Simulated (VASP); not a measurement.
Here is a VASP 6.6.1 calculation.

INCAR

```
  PREC = Accurate
  ENCUT = 600
  EDIFF = 1E-7
  ISMEAR = 1
  SIGMA = 0.1
  LREAL = False
  LASPH = True
  NELM = 80
  ALGO = Fast
  ISIF = 4
  LWAVE = False
  LCHARG = False
  GGA = PS
  IBRION = 2
  NSW = 40
  EDIFFG = -0.01
```

Contents of KPOINTS:

```
Automatic mesh
0
Gamma
  15 15 11
```

Contents of POSCAR:

```
MoP                                     
1.0
    3.2085536242     -0.0000000000      0.0000000000
   -1.6042768120      2.7786889479     -0.0000000000
   -0.0000000000      0.0000000000      3.1732854668
  Mo              P             
     1     1
Direct
     0.0000000000000000    0.0000000000000000    0.0000000000000000
     0.3333333332999970    0.6666666667000030    0.5000000000000000
```

Potentials or basis: VASP PAW PBE potentials, release 64 (Mo_sv, P).

The run is started by

```console
$ cat potpaw_PBE.64/Mo_sv/POTCAR potpaw_PBE.64/P/POTCAR > POTCAR
$ mpirun -np 1 vasp_std > vasp.out
```

Problem. What does it give for the band gap on the k mesh?

Solution. None (metal or under the smearing width).

Final structure:
```cif
data_structure
_symmetry_space_group_name_H-M 'P 1'
_symmetry_Int_Tables_number 1
_cell_length_a 3.2086
_cell_length_b 3.2086
_cell_length_c 3.1733
_cell_angle_alpha 90.000
_cell_angle_beta 90.000
_cell_angle_gamma 120.000
_cell_volume 28.29
loop_
_atom_site_label
_atom_site_type_symbol
_atom_site_fract_x
_atom_site_fract_y
_atom_site_fract_z
_atom_site_occupancy
Mo1 Mo 0.00000 0.00000 0.00000 1
P1 P 0.33333 0.66667 0.50000 1
```

Caveat: the relaxation stopped at its first step, so nothing moved.
